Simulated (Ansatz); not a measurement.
What is wrong with this input? (Al$_{2}$Ru)

Someone meant to compute Al$_{2}$Ru with PBEsol, plane waves and PAW in Ansatz and wrote this input.

```yaml
crystal:
  lattice:
    - [-1.56042162, 1.56042162, 4.22180559]
    - [1.56042162, -1.56042162, 4.22180559]
    - [1.56042162, 1.56042162, -4.22180559]
  atoms:
    - { symbol: Al, position: [0.65920219, 0.65920219, 0.0] }
    - { symbol: Al, position: [0.34079781, 0.34079781, 0.0] }
    - { symbol: Ru, position: [0.0, 0.0, 0.0] }
basis:
  ecutwfc: 420
kpoints:
  mp_grid: { grid: [1, 1, 1] }
hamiltonian:
  xc: pbesol
scf:
  occupations: { method: gaussian, width: 0.1 }
output:
  forces: true
  stress: true
  eigenvalues: true
```

Command:

```bash
ansatz run input.yaml --threads 1 --pin off --max-ram 2560MiB --backend cpu --events-out ev --progress --plain --runs-dir out
```

Output, shortened (HF is the Harris–Foulkes energy, dr2 the density residual in eV):

```text
Pseudopotential: Ru, paw, valence charge 16, recommended cutoff 420 eV (normal)
Crystal: 3 atoms, lattice volume = 41.119 Å³
Basis set: ecut = 420 eV, 795 PW (Γ), FFT grids on a1+a3, a2+a3, a3, exchange–correlation on 48×48×64 points (8 copies of the dense FFT grid, shifted against one another)
Bands: 15, of which v1, the nominal top of the filled ones, is band 11 counted from 1 (10 counted from 0)
Symmetry: 16 space group operations
Space group: I4/mmm (ITA 139), of the structure as read, at distance tolerance 3.5e-5 Å
k-points: 1
PAW frozen core: Al, regenerated for the run's functional, and the local potential with it (the file was generated under x = pbe(κ = 0.804, μ = 0.2195), c = pbe(β = 0.0667))
PAW frozen core: Ru, regenerated for the run's functional, and the local potential with it (the file was generated under x = pbe(κ = 0.804, μ = 0.2195), c = pbe(β = 0.0667))
Initial density: superposition of atomic densities, corrected by the library's trained network
SCF iter   1: HF=-6867.743021 eV  Δρ=9.59e-2  dr2=6.58e0
SCF iter   2: HF=-6868.042458 eV  Δρ=1.34e-1  dr2=1.20e1
SCF iter   3: HF=-6866.083987 eV  Δρ=3.10e-2  dr2=2.44e-1
SCF iter   4: HF=-6866.026741 eV  Δρ=9.02e-3  dr2=8.78e-2
   ...
SCF iter   7: HF=-6866.006591 eV  Δρ=3.25e-5  dr2=2.45e-7
SCF iter   8: HF=-6866.006584 eV  Δρ=8.32e-6  dr2=4.11e-8
SCF iter   9: F=-6866.006584 eV  HF=-6866.006584 eV  Δρ=4.04e-6  dr2=1.53e-8
SCF 1 converged in 9 iterations: F = -6866.006584 eV  dr2 = 1.53e-8
SCF converged after 9 iterations
Free energy (F): -6866.006584 eV
E sigma→0 (E₀):  -6866.006584 eV
Fermi energy:    16.132757 eV
--- Forces (eV/Å), atoms counted from 1 ---
  atom   1  Al     0.00000000    -0.00000000    -3.06002671
  atom   2  Al     0.00000000     0.00000000     3.06002671
  atom   3  Ru    -0.00000000    -0.00000000    -0.00000000
--- Stress (GPa, compression-positive) ---
       -8.237830       0.000000       0.000000
        0.000000      -8.237830       0.000000
        0.000000       0.000000      39.462368
  P = ⅓ Tr σ = 7.6622 GPa (76.622 kbar)
```

Question: The run converged, but its numbers aren't those of the intended crystal and state. Why?

Answer: The fault is one k-point for a metal. One point can't sample a Fermi surface. The cure is a converged mesh.

Mended input, as a difference:

```diff
 kpoints:
-  mp_grid: { grid: [1, 1, 1] }
+  mp_grid: { grid: [18, 18, 18] }
```

Result of the mended run: no gap, a largest force of 0.049 eV/Å. The faulty run's energy lay 522 meV per atom higher.

Time of the mended run: 22 s on 1 thread of Arm Neoverse V1, on a shared host, peak memory 0.49 GiB.